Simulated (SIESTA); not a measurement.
Runs of SIESTA 5.4.2 on FePt (Tetraferroplatinum). The structure is tetragonal, space group P4/mmm (No. 123). Conventional cell: a = 2.724 Å, b = 2.724 Å, c = 3.720 Å, α = 90.00°, β = 90.00°, γ = 90.00°. Pt (site symmetry 4/mmm) is surrounded by 8 Fe at 2.68 Å and 4 Pt at 2.72 Å. Around Fe (site symmetry 4/mmm) lie 8 Pt at 2.68 Å and 4 Fe at 2.72 Å. 

| fixed moment (μB) | pressure (GPa) | moment (μB) |
| --- | --- | --- |
| 1.0 | -8.7 | 1.00 |
| 2.0 | -3.1 | 2.00 |
| 3.0 | 2.9 | 3.00 |
| 4.0 | (a) | 4.00 |

Alike in all rows: task single point; level PBE; potentials or basis PseudoDojo 0.4 standard (PBE files), DZP (energy shift 0.003 Ry; two zetas on semicore shells); spin collinear, ferromagnetic start; cell as given; k mesh 10 × 10 × 7; smearing fermi-dirac 0.05 eV; grid cutoff 800 Ry; energy shift 0.003 Ry.

Question: Fill in the values left out.

Answer: (a) 11.3.

Caveats: short orbitals over semicore shells can move pressures by several GPa; the basis of atomic orbitals isn't converged, which shifts pressures, moduli and gaps; the total moment is fixed, so each spin has its own Fermi level; the moment is held away from its start (some runs).
